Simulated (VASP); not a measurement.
# Si in VASP: notebook, part 2 of 2

VASP 6.6.1. Earlier steps stand in the parts before.

### 3 Single point, PBE

This run uses another cell than the first one, of 87.29 Å³/atom, 0.633 times its volume.

INCAR reads:

```
SYSTEM = Si
ALGO     = Normal         ! electronic algorithm
DIPOL    = 0.5 0.5 0.500
EDIFF    = 1E-7           ! SCF threshold, eV
ENCUT    = 520            ! plane-wave cutoff, eV
GGA      = PE             ! functional
IDIPOL   = 3            
ISIF     = 2              ! what is computed and relaxed
ISMEAR   = 0              ! smearing method
LASPH    = .True.         ! aspherical terms in the spheres
LCHARG   = .True.         ! write CHGCAR
LDIPOL   = .True.       
LELF     = .True.         ! ELF
LREAL    = .False.        ! projectors in reciprocal space
LVACPOTAV= .True.       
LVHAR    = .True.       
LWAVE    = .False.        ! write WAVECAR
NBANDS   = 8              ! bands
NELM     = 100            ! most SCF steps
PREC     = Accurate       ! precision mode
SIGMA    = 0.1            ! smearing width, eV
```

KPOINTS reads:

```
k-points
0
Gamma
  8 6 1
  0 0 0
```

POSCAR reads:

```
Si
1.0
    1.9776740000      0.0000000000      0.0000000000
    0.0000000000      3.1525960000      0.0000000000
    0.0000000000      0.0000000000     14.0000000000
Si
1
Direct
    0.5000000000      0.5000000000      0.5000000000
```

Potentials or basis: VASP PAW PBE potentials, release 64 (Si).

On the command line:

```
> cat potpaw_PBE.64/Si/POTCAR > POTCAR
> mpirun -np 1 vasp_std > vasp.out
```

OUTCAR:

```text
SYSTEM = Si
   EDIFF = 1E-7
   ENCUT = 520
   GGA = PE
   ISIF = 2
   ISMEAR = 0
   LASPH = .True.
   LREAL = .False.
   NELM = 100
   PREC = Accurate

 ion  position               nearest neighbor table
   1  0.500  0.500  0.500-

  LATTYP: Found a simple orthorhombic cell.
 ALAT       =     1.9776740000
 B/A-ratio  =     1.5940928586
 C/A-ratio  =     7.0790231353

  Lattice vectors:

 A1 = (   1.9776740000,   0.0000000000,   0.0000000000)
 A2 = (   0.0000000000,   3.1525960000,   0.0000000000)
 A3 = (   0.0000000000,   0.0000000000,  14.0000000000)

Analysis of symmetry for initial positions (statically):
=====================================================================
 Subroutine PRICEL returns:
 Original cell was already a primitive cell.

 Routine SETGRP: Setting up the symmetry group for a
 simple orthorhombic supercell.

 Subroutine GETGRP returns: Found  8 space group operations
 (whereof  8 operations were pure point group operations)
 out of a pool of  8 trial point group operations.

The static configuration has the point symmetry D_2h.

Analysis of symmetry for dynamics (positions and initial velocities):
=====================================================================
 Subroutine PRICEL returns:
 Original cell was already a primitive cell.

 Routine SETGRP: Setting up the symmetry group for a
 simple orthorhombic supercell.

 Subroutine GETGRP returns: Found  8 space group operations
 (whereof  8 operations were pure point group operations)
 out of a pool of  8 trial point group operations.

The dynamic configuration has the point symmetry D_2h.

 Subroutine INISYM returns: Found  8 space group operations
 (whereof  8 operations are pure point group operations),
 and found     1 'primitive' translations

----------------------------------------------------------------------------------------

[... 109 lines left out ...]
   LORBIT       =      0    0 simple, 1 ext, 2 COOP (PROOUT), +10 PAW based schemes
   GGA     = PE    functional components
   LHFCALC =     F    Hartree Fock is set to
   AEXX    =    0.0000 exact exchange contribution
   IVDW    =     0    specifies the selected vdW correction
   LEPSILON=     F    determine dielectric tensor
   LRPA    =     F    only Hartree local field effects (RPA)
 non-spin polarized calculation
 Gauss-broadening in eV      SIGMA  =   0.10
  energy-cutoff  :      520.00
  volume of cell :       87.29
 maximum number of plane-waves:      2386
 NGX is ok and might be reduce to    16
   NGX =  7   NGY = 11   NGZ = 53

 number of electron       4.0000000 magnetization

 dipolmoment           0.000000      0.000000      0.000000 electrons x Angstroem

 Free energy of the ion-electron system (eV)
  ---------------------------------------------------
  ext. energy  EPLUGINS =         0.00000000
  ---------------------------------------------------
  free energy    TOTEN  =        -3.37151350 eV

  energy without entropy =       -3.37126758  energy(sigma->0) =       -3.37139054

 E-fermi :  -2.4964     XC(G=0):  -3.0584

 val. band max:       -2.6876890145   @ k =   0.1250   0.1667   0.0000
 cond. band min:      -2.3056470128   @ k =   0.3750   0.5000   0.0000
 fundamental gap:      0.3820420017
 Fermi energy:        -2.4963685307

 k-point     1 :       0.0000    0.0000    0.0000
  band No.  band energies     occupation
      1     -14.0052      2.00000
      2      -5.5211      2.00000
      3      -0.7436      0.00000
      4       0.8556      0.00000
      5       2.3941      0.00000
      6       2.7742      0.00000
      7       3.0251      0.00000
      8       5.5129      0.00000
[... 199 lines left out ...]
 k-point    20 :       0.5000    0.5000    0.0000
  band No.  band energies     occupation
      1      -6.0499      2.00000
      2      -0.6582      0.00000
      3       1.2120      0.00000
      4       1.9539      0.00000
      5       4.5537      0.00000
      6       4.7336      0.00000
      7       9.8548      0.00000
      8      11.8349      0.00000

------------------------ aborting loop because EDIFF is reached ----------------------------------------

  FORCE on cell =-STRESS in cart. coord.  units (eV):
  Direction    XX          YY          ZZ          XY          YZ          ZX
  --------------------------------------------------------------------------------------
  -------------------------------------------------------------------------------------
  Total        8.7129477     -0.6576796     -0.0019107      0.0000000      0.0000000      0.0000000
  in kB      159.9280464    -12.0718517     -0.0350713      0.0000000      0.0000000      0.0000000
  external PRESSURE =      49.2737078 kB  Pullay stress =       0.0000000 kB

 VOLUME and BASIS-vectors are now :
 -----------------------------------------------------------------------------
  energy-cutoff  :      520.00
  volume of cell :       87.29
      direct lattice vectors                 reciprocal lattice vectors
     1.977674000  0.000000000  0.000000000     0.505644510  0.000000000  0.000000000
     0.000000000  3.152596000  0.000000000     0.000000000  0.317198905  0.000000000
     0.000000000  0.000000000 14.000000000     0.000000000  0.000000000  0.071428571

 POSITION                                       TOTAL-FORCE (eV/Angst)
 -----------------------------------------------------------------------------------
      0.98884      1.57630      7.00000         0.000000      0.000000      0.000000
 -----------------------------------------------------------------------------------
    total drift:                                0.000000     -0.000000      0.000000

  FREE ENERGIE OF THE ION-ELECTRON SYSTEM (eV)
  ---------------------------------------------------
  free  energy   TOTEN  =        -3.3715135019 eV

  energy  without entropy=       -3.3712675788  energy(sigma->0) =       -3.37139054

 vacuum level on the upper side and lower side of the slab         2.444         2.444
```

OSZICAR:

```text
N       E                     dE             d eps       ncg     rms          rms(c)
DAV:   1     0.122096690671E+02    0.12210E+02   -0.16372E+03   320   0.349E+02
DAV:   2    -0.328539234806E+01   -0.15495E+02   -0.14599E+02   456   0.466E+01
DAV:   3    -0.364139010387E+01   -0.35600E+00   -0.35597E+00   464   0.971E+00
[... 12 lines left out ...]
DAV:  16    -0.337150698908E+01   -0.40922E-04   -0.82503E-06   328   0.719E-03    0.112E-03
DAV:  17    -0.337151278980E+01   -0.58007E-05   -0.74968E-07   376   0.251E-03    0.438E-04
DAV:  18    -0.337151328947E+01   -0.49967E-06   -0.18905E-08   400   0.465E-04    0.175E-04
DAV:  19    -0.337151349400E+01   -0.20453E-06   -0.81765E-09   400   0.234E-04    0.380E-05
DAV:  20    -0.337151350189E+01   -0.78882E-08   -0.88273E-11   440   0.418E-05
   1 F= -.33715135E+01 E0= -.33713905E+01  d E =-.245923E-03
```

Wall time 22 s (1 thread of Intel Xeon Platinum 8488C (Sapphire Rapids), shared host); peak memory 0.17 GiB.

Results:

```
Free energy                     : -3.3715 eV
Band gap on the k mesh          : none (metal or under the smearing width)
Work function of the upper face : 4.94 eV
Work function of the lower face : 4.94 eV
```

Levels at points of the mesh, in eV from the Fermi level:
| k point | band 1 | band 2 | band 3 | band 4 | band 5 | band 6 |
| --- | --- | --- | --- | --- | --- | --- |
| (0.00, 0.00, 0.00) | -11.51 | -3.02 | 1.75 | 3.35 | 4.89 | 5.27 |
| (0.50, 0.00, 0.00) | -4.48 | -0.71 | 5.57 | 5.99 | 9.57 | 10.04 |
| (0.00, 0.50, 0.00) | -9.88 | -4.78 | -1.41 | 3.80 | 6.35 | 7.72 |
| (0.50, 0.50, 0.00) | -3.55 | 1.84 | 3.71 | 4.45 | 7.05 | 7.23 |

Caveat: the k mesh is coarse (spacing up to 0.40 Å⁻¹), so the values aren't converged.
